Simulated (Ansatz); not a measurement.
# Squeezing WS$_{2}$

```yaml
crystal:
  lattice:
    - [1.59243, 0.91939, 6.48980]
    - [-1.59243, 0.91939, 6.48980]
    - [0.00000, -1.83878, 6.48980]
  atoms:
    - { symbol: W, position: [0.99933, 0.99933, 0.99933] }
    - { symbol: S, position: [0.58589, 0.58589, 0.58589] }
    - { symbol: S, position: [0.74608, 0.74608, 0.74608] }
```

The base volume is that of a database entry, so it needn't be at zero pressure; the structure needn't be the stable phase, at rest or compressed.

Its volume is scaled at fixed shape and fractional positions.

Level of theory: DFT with LDA, scalar-relativistic, in Ansatz 0.2.0; a Γ-centred 10×10×10 k mesh, Fermi–Dirac smearing of 0.03 eV, no spin polarisation. LAPW: all electrons, basis error target 1 meV/atom; PAW: frozen-core files, cutoff 420 eV; crystal datasets: all electrons, by PAW datasets that the program makes for each cell.

Energies are extrapolated to zero smearing and count from the unscaled cell; pressure is positive in compression; gaps take the mesh and a band path. No temperature or zero-point motion is included.

Spin–orbit coupling is left out, which matters for the heavy atoms. The PAW files were made under PBE.

| V/V0 | V (Å³/atom) | P LAPW (GPa) | ΔE LAPW (eV/atom) | P PAW − LAPW (GPa) | ΔE PAW − LAPW (meV/atom) | gap (eV) |
| --- | --- | --- | --- | --- | --- | --- |
| 1.00 | 19.00 | -5.64 | 0.000 | -0.04 | 0.0 | ? |
| 0.85 | 16.15 | 27.5 | 0.154 | 0.08 | 0.2 | ? |
| 0.80 | 15.20 | 46.4 | 0.370 | 0.18 | 1.0 | 1.01 |
| 0.55 | 10.45 | 299.0 | 4.555 | 2.45 | 29.4 | 0.23 |

Task: What belongs in the row "1.00", column "gap (eV)"?

Result: 1.17.

Task: Give the missing entry: row "0.85", column "gap (eV)".

Result: 1.07.

Task: From the table, what is the rise of the enthalpy H = E + pV up to the last row, and how stiff is the crystal between the last two rows?

Result: ΔH = 4.555 eV + (299.0 GPa × 10.45 Å³ + 5.64 GPa × 19.00 Å³) × 0.006242 eV/(GPa·Å³) = 24.73 eV/atom, of which pV makes 82 %. The mean bulk modulus there is −ΔP/Δln V = 674 GPa.

Task: At the smallest volume, how far do crystal datasets lie from LAPW in pressure and in the largest force component?

Result: crystal datasets: -0.01 GPa, 0.001 eV/Å, on a LAPW pressure of 299.0 GPa.

Task: How do the Löwdin populations by LAPW change from the unscaled cell to the last row?

Result: W 5s 1.98 → 1.91, W 6s 0.61 → 0.55, W 5d 4.97 → 5.87, S 3s 1.79 → 1.56, S 3p 4.32 → 4.13 electrons an atom. These are projections on the shells that the free atoms fill; 0.23 e a cell lies outside them at the start and 0.36 e at the end.
